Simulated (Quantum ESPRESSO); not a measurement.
# Ge (Fd-3m) in Quantum ESPRESSO: further runs, part 2 of 3

Quantum ESPRESSO 7.5.

**3. Phonons, LDA**

File pw.in:

```
&CONTROL
  calculation = 'scf'
  prefix = 'pwscf'
  outdir = './tmp'
  pseudo_dir = './pseudo'
  tprnfor = .true.
  tstress = .true.
  disk_io = 'low'
/
&SYSTEM
  ibrav = 0
  A = 4.00068289
  nat = 2
  ntyp = 1
  ecutwfc = 78
  nbnd = 21
  occupations = 'smearing'
  smearing = 'mv'
  degauss = 0.01469973
/
&ELECTRONS
  conv_thr = 4d-10
  electron_maxstep = 120
  mixing_beta = 0.5
/
ATOMIC_SPECIES
Ge    72.6300 Ge.upf
CELL_PARAMETERS alat
   0.0000000000    0.7071067810    0.7071067810
   0.7071067810    0.0000000000    0.7071067810
   0.7071067810    0.7071067810    0.0000000000
ATOMIC_POSITIONS alat
Ge     1.0606601714    1.0606601714    1.0606601714
Ge     0.7071067810    0.7071067810    0.7071067810
K_POINTS automatic
8 8 8 0 0 0
```

File relax.in:

```
&CONTROL
  calculation = 'vc-relax'
  prefix = 'pwscf'
  outdir = './tmp'
  pseudo_dir = './pseudo'
  tprnfor = .true.
  tstress = .true.
  disk_io = 'low'
  nstep = 40
  forc_conv_thr = 0.0001
  etot_conv_thr = 1d-06
/
&SYSTEM
  ibrav = 0
  A = 4.00068289
  nat = 2
  ntyp = 1
  ecutwfc = 78
  nbnd = 21
  occupations = 'smearing'
  smearing = 'mv'
  degauss = 0.01469973
/
&ELECTRONS
  conv_thr = 4d-10
  electron_maxstep = 120
  mixing_beta = 0.5
/
&IONS
  ion_dynamics = 'bfgs'
/
&CELL
  cell_dynamics = 'bfgs'
  press = 0
  press_conv_thr = 0.2
/
ATOMIC_SPECIES
Ge    72.6300 Ge.upf
CELL_PARAMETERS alat
   0.0000000000    0.7071067810    0.7071067810
   0.7071067810    0.0000000000    0.7071067810
   0.7071067810    0.7071067810    0.0000000000
ATOMIC_POSITIONS alat
Ge     1.0606601714    1.0606601714    1.0606601714
Ge     0.7071067810    0.7071067810    0.7071067810
K_POINTS automatic
8 8 8 0 0 0
```

File scf2.in:

```
&CONTROL
  calculation = 'scf'
  prefix = 'pwscf'
  outdir = './tmp'
  pseudo_dir = './pseudo'
  tprnfor = .true.
  tstress = .true.
  disk_io = 'low'
/
&SYSTEM
  ibrav = 0
  A = 3.97203562
  nat = 2
  ntyp = 1
  ecutwfc = 78
  nbnd = 21
  occupations = 'smearing'
  smearing = 'mv'
  degauss = 0.01469973
/
&ELECTRONS
  conv_thr = 1d-13
  electron_maxstep = 120
  mixing_beta = 0.5
  startingpot = 'file'
  startingwfc = 'file'
/
ATOMIC_SPECIES
Ge    72.6300 Ge.upf
CELL_PARAMETERS alat
   0.0000000000    0.7071067808    0.7071067808
   0.7071067808    0.0000000000    0.7071067808
   0.7071067808    0.7071067808    0.0000000000
ATOMIC_POSITIONS alat
Ge     1.0606601712    1.0606601712    1.0606601711
Ge     0.7071067808    0.7071067808    0.7071067807
K_POINTS automatic
8 8 8 0 0 0
```

File ph.in:

```
phonons of Ge
&INPUTPH
  prefix = 'pwscf'
  outdir = './tmp'
  tr2_ph = 1d-18
  fildyn = 'dyn'
  niter_ph = 90
  alpha_mix(1) = 0.4
/
0.5303300859 0.5303300859 0.0000000000
```

Potentials or basis: PseudoDojo 0.4.1 SR LDA standard.

On the command line:

```sh
OMP_NUM_THREADS=1 mpirun -n 4 pw.x -nk 4 -in pw.in > pw.out
OMP_NUM_THREADS=1 mpirun -n 4 pw.x -nk 4 -in relax.in > relax.out
OMP_NUM_THREADS=1 mpirun -n 4 pw.x -nk 4 -in scf2.in > scf2.out
OMP_NUM_THREADS=1 mpirun -n 4 ph.x -nk 4 -in ph.in > ph.out
```

pw.out:

```text
This program is part of the open-source Quantum ESPRESSO suite
     for quantum simulation of materials; please cite
[... 6 lines left out ...]
     using ibrav=0 with symmetry is DISCOURAGED, use correct ibrav instead

     K-points division:     npool     =       4
     Subspace diagonalization in iterative solution of the eigenvalue problem:
     a serial algorithm will be used

     G-vector sticks info
     --------------------
     sticks:   dense  smooth     PW     G-vecs:    dense   smooth      PW
     Sum        1237    1237    361                28475    28475    4573

     Using Slab Decomposition

     bravais-lattice index     =            0
     lattice parameter (alat)  =       7.5602  a.u.
     unit-cell volume          =     305.5512 (a.u.)^3
     number of atoms/cell      =            2
     number of atomic types    =            1
     number of electrons       =        28.00
     number of Kohn-Sham states=           21
     kinetic-energy cutoff     =      78.0000  Ry
     charge density cutoff     =     312.0000  Ry
     scf convergence threshold =      4.0E-10
     mixing beta               =       0.5000
     number of iterations used =            8  plain     mixing
     Exchange-correlation= SLA  PW   NOGX NOGC
                           (   1   4   0   0   0   0   0)

     celldm(1)=   7.560195  celldm(2)=   0.000000  celldm(3)=   0.000000
     celldm(4)=   0.000000  celldm(5)=   0.000000  celldm(6)=   0.000000

     crystal axes: (cart. coord. in units of alat)
               a(1) = (   0.000000   0.707107   0.707107 )
               a(2) = (   0.707107   0.000000   0.707107 )
               a(3) = (   0.707107   0.707107   0.000000 )

     reciprocal axes: (cart. coord. in units 2 pi/alat)
               b(1) = ( -0.707107  0.707107  0.707107 )
               b(2) = (  0.707107 -0.707107  0.707107 )
               b(3) = (  0.707107  0.707107 -0.707107 )

     PseudoPot. # 1 for Ge read from file:
     Ge.upf
     Pseudo is Norm-conserving + core correction, Zval = 14.0
     Generated using ONCVPSP code by D. R. Hamann
     Using radial grid of 1524 points,  6 beta functions with:
                l(1) =   0
                l(2) =   0
                l(3) =   1
                l(4) =   1
                l(5) =   2
                l(6) =   2

     atomic species   valence    mass     pseudopotential
     Ge               14.00    72.63000     Ge( 1.00)

     48 Sym. Ops., with inversion, found (24 have fractional translation)

   Cartesian axes

     site n.     atom                  positions (alat units)
         1        Ge     tau(   1) = (   1.0606602   1.0606602   1.0606602  )
         2        Ge     tau(   2) = (   0.7071068   0.7071068   0.7071068  )

     number of k points=    29  Marzari-Vanderbilt smearing, width (Ry)=  0.0147
                       cart. coord. in units 2pi/alat
        k(    1) = (   0.0000000   0.0000000   0.0000000), wk =   0.0039062
        k(    2) = (   0.0883883   0.0883883  -0.0883883), wk =   0.0312500
        k(    3) = (   0.1767767   0.1767767  -0.1767767), wk =   0.0312500
        k(    4) = (   0.2651650   0.2651650  -0.2651650), wk =   0.0312500
        k(    5) = (  -0.3535534  -0.3535534   0.3535534), wk =   0.0156250
        k(    6) = (   0.1767767   0.0000000   0.0000000), wk =   0.0234375
[... 21 lines left out ...]
        k(   28) = (  -0.7071068   0.1767767   0.0000000), wk =   0.0468750
        k(   29) = (  -0.7071068   0.3535534   0.0000000), wk =   0.0234375

     Dense  grid:    28475 G-vectors     FFT dimensions: (  48,  48,  48)

     Initial potential from superposition of free atoms

     starting charge      27.9987, renormalised to      28.0000
     Starting wfcs are   18 randomized atomic wfcs +    3 random wfcs

     Self-consistent Calculation

     iteration #  1     ecut=    78.00 Ry     beta= 0.50
     Davidson diagonalization with overlap
     ethr =  1.00E-02,  avg # of iterations =  5.1

     Threshold (ethr) on eigenvalues was too large:
     Diagonalizing with lowered threshold

     Davidson diagonalization with overlap
     ethr =  1.22E-04,  avg # of iterations =  3.4

     total energy              =    -356.94026173 Ry
     estimated scf accuracy    <       0.03505850 Ry
[... 43 lines left out ...]
     iteration #  8     ecut=    78.00 Ry     beta= 0.50
     Davidson diagonalization with overlap
     ethr =  1.02E-11,  avg # of iterations =  2.0

     End of self-consistent calculation

          k = 0.0000 0.0000 0.0000 (  3527 PWs)   bands (ev):

   -15.7127 -15.7127 -15.7127 -15.6760 -15.6760 -15.4656 -15.4656 -15.4656
   -15.4528 -15.4528  -3.5823   9.0443   9.2343   9.2343   9.2343  11.7697
    11.7697  11.7697  15.4472  18.7517  18.7517
[... 57 lines left out ...]
   -15.7399 -15.7377 -15.6918 -15.6449 -15.6274 -15.5132 -15.4981 -15.4773
   -15.4293 -15.4206  -2.4267   3.6639   6.6664   8.3104  10.7710  12.9858
    13.1460  14.8405  16.8328  18.0049  19.5713

          k = 0.0000-0.1768 0.1768 (  3557 PWs)   bands (ev):

   -15.7319 -15.7250 -15.7062 -15.6574 -15.6460 -15.4981 -15.4882 -15.4570
   -15.4478 -15.4287  -3.0803   5.5299   7.4861   8.8535  10.8489  12.3374
    12.4528  13.9604  16.7944  17.5539  17.8179

          k = 0.3536 0.0000 0.0000 (  3543 PWs)   bands (ev):
[... 19 lines left out ...]
   -15.7614 -15.7465 -15.6622 -15.6054 -15.5961 -15.5477 -15.5367 -15.5034
   -15.4128 -15.4000  -0.9279   1.5833   5.0707   7.1572  10.7729  14.1807
    14.8713  15.9362  16.8541  18.2406  20.9727

          k = 0.0000-0.3536 0.3536 (  3555 PWs)   bands (ev):

   -15.7533 -15.7459 -15.6687 -15.6319 -15.6046 -15.5328 -15.5135 -15.5006
   -15.4138 -15.4104  -1.7019   2.6463   5.3565   7.7330  11.1134  13.9998
    14.2671  14.4453  16.8988  18.5869  21.0433

          k = 0.5303 0.0000-0.0000 (  3539 PWs)   bands (ev):
[... 67 lines left out ...]
   -15.7603 -15.7603 -15.6183 -15.6183 -15.5695 -15.5695 -15.5375 -15.5375
   -15.3992 -15.3992   0.3893   0.3893   5.3219   5.3219  13.4799  13.4799
    13.8893  13.8893  20.1601  20.1601  22.1677

     the Fermi energy is     9.1169 ev

!    total energy              =    -356.93954600 Ry
     estimated scf accuracy    <          1.2E-10 Ry
     smearing contrib. (-TS)   =       0.00019542 Ry
     internal energy E=F+TS    =    -356.93974142 Ry

     The total energy is F=E-TS. E is the sum of the following terms:
     one-electron contribution =    -184.28803723 Ry
     hartree contribution      =     110.70700090 Ry
     xc contribution           =     -85.85794690 Ry
     ewald contribution        =    -197.50075819 Ry

     convergence has been achieved in   8 iterations

     Forces acting on atoms (cartesian axes, Ry/au):

     atom    1 type  1   force =     0.00000000    0.00000000    0.00000000
     atom    2 type  1   force =    -0.00000000   -0.00000000   -0.00000000

     Total force =     0.000000     Total SCF correction =     0.000000

     Computing stress (Cartesian axis) and pressure

          total   stress  (Ry/bohr**3)                   (kbar)     P=      -14.45
  -0.00009825   0.00000000   0.00000000          -14.45        0.00        0.00
   0.00000000  -0.00009825   0.00000000            0.00      -14.45        0.00
   0.00000000   0.00000000  -0.00009825            0.00        0.00      -14.45

=------------------------------------------------------------------------------=
   JOB DONE.
=------------------------------------------------------------------------------=
```

relax.out:

```text
This program is part of the open-source Quantum ESPRESSO suite
     for quantum simulation of materials; please cite
[... 6 lines left out ...]
     using ibrav=0 with symmetry is DISCOURAGED, use correct ibrav instead

     K-points division:     npool     =       4
[... 1852 lines left out ...]
  -0.00000126   0.00000000   0.00000000           -0.19        0.00        0.00
   0.00000000  -0.00000126   0.00000000            0.00       -0.19        0.00
   0.00000000   0.00000000  -0.00000126            0.00        0.00       -0.19

=------------------------------------------------------------------------------=
   JOB DONE.
=------------------------------------------------------------------------------=
```

scf2.out:

```text
This program is part of the open-source Quantum ESPRESSO suite
     for quantum simulation of materials; please cite
[... 6 lines left out ...]
     using ibrav=0 with symmetry is DISCOURAGED, use correct ibrav instead

     K-points division:     npool     =       4
[... 319 lines left out ...]
  -0.00000124  -0.00000000  -0.00000000           -0.18       -0.00       -0.00
  -0.00000000  -0.00000124  -0.00000000           -0.00       -0.18       -0.00
  -0.00000000  -0.00000000  -0.00000124           -0.00       -0.00       -0.18

=------------------------------------------------------------------------------=
   JOB DONE.
=------------------------------------------------------------------------------=
```

Wall time 27 min (4 MPI ranks of Arm Neoverse V1, shared host); peak memory 0.36 GiB.

Results:

| Property | Result |
| --- | --- |
| Free energy | -4856.4143 eV |
| Relaxed volume | 22.16 Å³/atom |
| Relaxed cell | a = 3.972 Å, b = 3.972 Å, c = 3.972 Å, α = 60.00°, β = 60.00°, γ = 60.00° |
| Space group after relaxing (to 0.05 Å) | Fd-3m (No. 227) |
| Pressure after relaxing | 0.0 GPa |
| Band gap on the k mesh | none (metal or under the smearing width) |
| Highest phonon frequency at the q point run | 278 cm⁻¹ |

Step by step:
| step | energy change (eV) | largest force (eV/Å) | pressure (GPa) | volume (Å³) |
| --- | --- | --- | --- | --- |
| 1 | 0.0000 | 0.0000 | -1.45 | 45.28 |
| 2 | -0.0025 | 0.0000 | -0.97 | 44.95 |
| 3 | -0.0044 | 0.0000 | -0.22 | 44.45 |
| 4 | -0.0045 | 0.0000 | 0.01 | 44.31 |
| 5 | -0.0045 | 0.0000 | 0.00 | 44.31 |

Final structure:
```
Ge
1.0
     0.00000    2.80865    2.80865
     2.80865    0.00000    2.80865
     2.80865    2.80865    0.00000
Ge
2
Direct
  0.75000 0.75000 0.75000
  0.50000 0.50000 0.50000
```

Levels at points of the mesh, in eV from the Fermi level:
| k point | band 10 | band 11 | band 12 | band 13 | band 14 | band 15 | band 16 | band 17 | band 18 | band 19 |
| --- | --- | --- | --- | --- | --- | --- | --- | --- | --- | --- |
| (0.00, 0.00, 0.00) | -24.62 | -12.90 | 0.09 | 0.09 | 0.09 | 0.09 | 2.63 | 2.63 | 2.63 | 6.36 |
| (0.00, 0.00, -0.50) | -24.59 | -10.76 | -7.66 | -1.35 | -1.35 | 0.20 | 3.82 | 3.82 | 7.09 | 10.62 |
| (0.00, -0.50, -0.50) | -24.58 | -8.94 | -8.94 | -3.06 | -3.06 | 0.73 | 0.73 | 9.67 | 9.67 | 11.73 |

Phonon frequencies in cm⁻¹ (negative: imaginary):
```tsv
q point	frequencies
(0.375, 0.375, 0.750)	77 111 209 214 268 278
```

Phonon modes at q = (0.375, 0.375, 0.750) in reciprocal lattice units:
| mode | symmetry | cm⁻¹ |
| --- | --- | --- |
| 1 | B_1 | 77 |
| 2 | B_2 | 111 |
| 3 | A_1 | 209 |
| 4 | B_2 | 214 |
| 5 | A_2 | 268 |
| 6 | A_1 | 278 |

(Part 2 of 3 ends here.)
